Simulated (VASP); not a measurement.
# Ti (P6/mmm) in VASP: settings compared, part 2 of 2

VASP 6.6.1. Earlier steps stand in the parts before.

## Step 5: Equation of state, PBEsol, 17.36 Å³/atom (volume scaled by 1.02)

The input, INCAR:

```
PREC = Accurate
ENCUT = 520
EDIFF = 1E-7
ISMEAR = -1
SIGMA = 0.05
LREAL = False
LASPH = True
NELM = 60
ALGO = Normal
ISIF = 2
LWAVE = False
LCHARG = False
GGA = PS
NBANDS = 25
```

The input, KPOINTS:

```
Automatic mesh
0
Gamma
  7 7 9
```

The input, POSCAR:

```
Ti
1.0
    4.5976232276      0.0000000000      0.0000000000
   -2.2988116138      3.9816585121      0.0000000000
    0.0000000000      0.0000000000      2.8449616649
Ti
3
Direct
    0.6666666667      0.3333333333      0.5000000000
    0.3333333333      0.6666666667      0.5000000000
    0.0000000000      0.0000000000      0.0000000000
```

The run is started by

```sh
> cat potpaw_PBE.64/Ti_sv/POTCAR > POTCAR
> mpirun -np 1 vasp_std > vasp.out
```

It took 33 s on 1 thread of Intel Xeon Platinum 8559C (Emerald Rapids), shared host; peak memory 0.19 GiB.

It converged, with:

```yaml
Free_energy: -25.0187 eV
Pressure: -5.9 GPa
Band_gap_on_the_k_mesh: none (metal or under the smearing width)
```

Caveat: the PAW data sets were made with another functional, which shifts forces and pressure a little.

## Step 6: Equation of state, PBEsol, 17.70 Å³/atom (volume scaled by 1.04)

INCAR is that of step 5.

KPOINTS is that of step 5.

The input, POSCAR:

```
Ti
1.0
    4.6274787604      0.0000000000      0.0000000000
   -2.3137393802      4.0075141620      0.0000000000
    0.0000000000      0.0000000000      2.8634359596
Ti
3
Direct
    0.6666666667      0.3333333333      0.5000000000
    0.3333333333      0.6666666667      0.5000000000
    0.0000000000      0.0000000000      0.0000000000
```

Potentials or basis: VASP PAW PBE potentials, release 64 (Ti_sv).

The run is started by

```sh
> cat potpaw_PBE.64/Ti_sv/POTCAR > POTCAR
> mpirun -np 1 vasp_std > vasp.out
```

Wall time 35 s (1 thread of Intel Xeon Platinum 8559C (Emerald Rapids), shared host); peak memory 0.19 GiB.

Results (log left out):

```yaml
Free_energy: -24.9754 eV
Pressure: -7.8 GPa
Band_gap_on_the_k_mesh: none (metal or under the smearing width)
```

Caveat: the PAW data sets were made with another functional, which shifts forces and pressure a little.

## Step 7: Equation of state, PBEsol, 18.04 Å³/atom (volume scaled by 1.06)

INCAR is that of step 6.

KPOINTS is that of step 6.

The input, POSCAR:

```
Ti
1.0
    4.6569539421      0.0000000000      0.0000000000
   -2.3284769710      4.0330404181      0.0000000000
    0.0000000000      0.0000000000      2.8816748970
Ti
3
Direct
    0.6666666667      0.3333333333      0.5000000000
    0.3333333333      0.6666666667      0.5000000000
    0.0000000000      0.0000000000      0.0000000000
```

The run is started by

```sh
> cat potpaw_PBE.64/Ti_sv/POTCAR > POTCAR
> mpirun -np 1 vasp_std > vasp.out
```

Run time: 34 s. Hardware: 1 thread of Intel Xeon Platinum 8559C (Emerald Rapids), shared host; peak memory 0.19 GiB.

It converged, with:

```yaml
Free_energy: -24.9209 eV
Pressure: -9.4 GPa
Band_gap_on_the_k_mesh: none (metal or under the smearing width)
```

Caveat: the PAW data sets were made with another functional, which shifts forces and pressure a little.

## Step 8: Equation of state, PBEsol

No new run: the results of the series are fitted here.

What came out:

```yaml
Equilibrium_volume: 16.44 Å³/atom
Bulk_modulus_at_fixed_shape_and_positions: 119 GPa
Pressure_derivative_of_the_bulk_modulus: 3.6
```

Energy against volume, from the lowest point:
| volume (Å³/atom) | energy (meV/atom) |
| --- | --- |
| 15.999 | 4.41 |
| 16.339 | 0.00 |
| 16.679 | 0.99 |
| 17.020 | 6.90 |
| 17.360 | 17.28 |
| 17.701 | 31.73 |
| 18.041 | 49.87 |

Caveat: the cell was scaled at fixed shape and fractional positions, which overstates the stiffness of a crystal with free parameters, most of all of layers and chains; the PAW data sets were made with another functional, which shifts forces and pressure a little.

## Step 9: Equation of state, PBE, 16.00 Å³/atom (volume scaled by 0.94)

The input, INCAR:

```
SYSTEM = Ti
  PREC = Accurate
  ENCUT = 520
  EDIFF = 1E-7
  ISMEAR = -1
  SIGMA = 0.05
  LREAL = .FALSE.
  LASPH = .TRUE.
  NELM = 60
  ALGO = Normal
  ISIF = 2
  LWAVE = .FALSE.
  LCHARG = .FALSE.
  GGA = PE
  NBANDS = 25
```

The input, KPOINTS:

```
Automatic mesh
0
G
  7 7 9
  0 0 0
```

The input, POSCAR:

```
Ti
1.0
    4.4741369374      0.0000000000      0.0000000000
   -2.2370684687      3.8747162478      0.0000000000
    0.0000000000      0.0000000000      2.7685496267
Ti
3
Direct
    0.6666666667      0.3333333333      0.5000000000
    0.3333333333      0.6666666667      0.5000000000
    0.0000000000      0.0000000000      0.0000000000
```

Potentials or basis: VASP PAW PBE potentials, release 64 (Ti_sv).

The run is started by

```sh
> cat potpaw_PBE.64/Ti_sv/POTCAR > POTCAR
> mpirun -np 1 vasp_std > vasp.out
```

It took 38 s on 1 thread of Intel Xeon Platinum 8559C (Emerald Rapids), shared host; peak memory 0.18 GiB.

Results (log left out):

| Item | Value |
| --- | --- |
| Free energy | -23.4507 eV |
| Pressure | 8.4 GPa |
| Band gap on the k mesh | none (metal or under the smearing width) |

## Step 10: Equation of state, PBE, 16.34 Å³/atom (volume scaled by 0.96)

The input, INCAR:

```
PREC     = Accurate       # precision mode
ENCUT    = 520            # plane-wave cutoff, eV
EDIFF    = 1E-7           # SCF threshold, eV
ISMEAR   = -1             # smearing method
SIGMA    = 0.05           # smearing width, eV
LREAL    = False          # projectors in reciprocal space
LASPH    = True           # aspherical terms in the spheres
NELM     = 100            # most SCF steps
ALGO     = Normal         # electronic algorithm
ISIF     = 2              # what is computed and relaxed
LWAVE    = False          # write WAVECAR
LCHARG   = False          # write CHGCAR
GGA      = PE             # functional
NBANDS   = 25             # bands
```

The input, KPOINTS:

```
regular mesh
0
Gamma
  7 7 9
```

The input, POSCAR:

```
Ti
1.0
    4.5056459821      0.0000000000      0.0000000000
   -2.2528229910      3.9020038809      0.0000000000
    0.0000000000      0.0000000000      2.7880470975
Ti
3
Direct
    0.6666666667      0.3333333333      0.5000000000
    0.3333333333      0.6666666667      0.5000000000
    0.0000000000      0.0000000000      0.0000000000
```

The run is started by

```sh
> cat potpaw_PBE.64/Ti_sv/POTCAR > POTCAR
> mpirun -np 1 vasp_std > vasp.out
```

Run time: 53 s. Hardware: 1 thread of Intel Xeon Platinum 8559C (Emerald Rapids), shared host; peak memory 0.18 GiB.

The run converged. Its results:

```yaml
Free_energy: -23.4955 eV
Pressure: 5.6 GPa
Band_gap_on_the_k_mesh: none (metal or under the smearing width)
```

## Step 11: Equation of state, PBE, 16.68 Å³/atom (volume scaled by 0.98)

The input, INCAR:

```
PREC = Accurate ; ENCUT = 520
EDIFF = 1E-7 ; ISMEAR = -1
SIGMA = 0.05 ; LREAL = False
LASPH = True ; NELM = 100
ALGO = Normal ; ISIF = 2
LWAVE = False ; LCHARG = False
GGA = PE ; NBANDS = 25
```

KPOINTS is that of step 10.

The input, POSCAR:

```
Ti
1.0
    4.5367203846      0.0000000000      0.0000000000
   -2.2683601923      3.9289151029      0.0000000000
    0.0000000000      0.0000000000      2.8072756161
Ti
3
Direct
    0.6666666667      0.3333333333      0.5000000000
    0.3333333333      0.6666666667      0.5000000000
    0.0000000000      0.0000000000      0.0000000000
```

The run is started by

```sh
> cat potpaw_PBE.64/Ti_sv/POTCAR > POTCAR
> mpirun -np 1 vasp_std > vasp.out
```

It took 34 s on 1 thread of Intel Xeon Platinum 8559C (Emerald Rapids), shared host; peak memory 0.18 GiB.

It converged, with:

| Quantity | Value |
| --- | --- |
| Free energy | -23.5229 eV |
| Pressure | 2.9 GPa |
| Band gap on the k mesh | none (metal or under the smearing width) |

## Step 12: Equation of state, PBE, 17.36 Å³/atom (volume scaled by 1.02)

The input, INCAR:

```
SYSTEM = Ti
PREC = Accurate
ENCUT = 520
EDIFF = 1E-7
ISMEAR = -1
SIGMA = 0.05
LREAL = .FALSE.
LASPH = .TRUE.
NELM = 100
ALGO = Normal
ISIF = 2
LWAVE = .FALSE.
LCHARG = .FALSE.
GGA = PE
NBANDS = 25
```

The input, KPOINTS:

```
Automatic mesh
0
G
  7 7 9
  0 0 0
```

The input, POSCAR:

```
Ti
1.0
    4.5976232276      0.0000000000      0.0000000000
   -2.2988116138      3.9816585121      0.0000000000
    0.0000000000      0.0000000000      2.8449616649
Ti
3
Direct
    0.6666666667      0.3333333333      0.5000000000
    0.3333333333      0.6666666667      0.5000000000
    0.0000000000      0.0000000000      0.0000000000
```

Potentials or basis: VASP PAW PBE potentials, release 64 (Ti_sv).

The run is started by

```sh
> cat potpaw_PBE.64/Ti_sv/POTCAR > POTCAR
> mpirun -np 1 vasp_std > vasp.out
```

Wall time 52 s (1 thread of Intel Xeon Platinum 8559C (Emerald Rapids), shared host); peak memory 0.18 GiB.

Results (log left out):

* Free energy: -23.5313 eV
* Pressure: -1.6 GPa
* Band gap on the k mesh: none (metal or under the smearing width)

## Step 13: Equation of state, PBE, 17.70 Å³/atom (volume scaled by 1.04)

INCAR is that of step 12.

KPOINTS is that of step 12.

The input, POSCAR:

```
Ti
1.0
    4.6274787604      0.0000000000      0.0000000000
   -2.3137393802      4.0075141620      0.0000000000
    0.0000000000      0.0000000000      2.8634359596
Ti
3
Direct
    0.6666666667      0.3333333333      0.5000000000
    0.3333333333      0.6666666667      0.5000000000
    0.0000000000      0.0000000000      0.0000000000
```

The run is started by

```sh
> cat potpaw_PBE.64/Ti_sv/POTCAR > POTCAR
> mpirun -np 1 vasp_std > vasp.out
```

It took 48 s on 1 thread of Intel Xeon Platinum 8559C (Emerald Rapids), shared host; peak memory 0.19 GiB.

The run converged. Its results:

```
Free energy            : -23.5150 eV
Pressure               : -3.6 GPa
Band gap on the k mesh : none (metal or under the smearing width)
```

## Step 14: Equation of state, PBE, 18.04 Å³/atom (volume scaled by 1.06)

The input, INCAR:

```
SYSTEM = Ti
PREC     = Accurate       ! precision mode
ENCUT    = 520            ! plane-wave cutoff, eV
EDIFF    = 1E-7           ! SCF threshold, eV
ISMEAR   = -1             ! smearing method
SIGMA    = 0.05           ! smearing width, eV
LREAL    = .False.        ! projectors in reciprocal space
LASPH    = .True.         ! aspherical terms in the spheres
NELM     = 60             ! most SCF steps
ALGO     = Normal         ! electronic algorithm
ISIF     = 2              ! what is computed and relaxed
LWAVE    = .False.        ! write WAVECAR
LCHARG   = .False.        ! write CHGCAR
GGA      = PE             ! functional
NBANDS   = 25             ! bands
```

The input, KPOINTS:

```
regular mesh
0
Gamma
  7 7 9
  0 0 0
```

The input, POSCAR:

```
Ti
1.0
    4.6569539421      0.0000000000      0.0000000000
   -2.3284769710      4.0330404181      0.0000000000
    0.0000000000      0.0000000000      2.8816748970
Ti
3
Direct
    0.6666666667      0.3333333333      0.5000000000
    0.3333333333      0.6666666667      0.5000000000
    0.0000000000      0.0000000000      0.0000000000
```

The run is started by

```sh
> cat potpaw_PBE.64/Ti_sv/POTCAR > POTCAR
> mpirun -np 1 vasp_std > vasp.out
```

It took 32 s on 1 thread of Intel Xeon Platinum 8559C (Emerald Rapids), shared host; peak memory 0.19 GiB.

The run converged. Its results:

- Free energy: -23.4866 eV
- Pressure: -5.4 GPa
- Band gap on the k mesh: none (metal or under the smearing width)

## Step 15: Equation of state, PBE

Potentials or basis: VASP PAW PBE potentials, release 64 (Ti_sv).

No new run: the results of the series are fitted here.

Results:

- Equilibrium volume: 17.11 Å³/atom
- Bulk modulus at fixed shape and positions: 112 GPa
- Pressure derivative of the bulk modulus: 3.6

Energy against volume, from the lowest point:
```tsv
volume (Å³/atom)	energy (meV/atom)
15.999	27.88
16.339	12.94
16.679	3.82
17.020	0.00
17.360	1.02
17.701	6.45
18.041	15.91
```

Caveat: the cell was scaled at fixed shape and fractional positions, which overstates the stiffness of a crystal with free parameters, most of all of layers and chains.
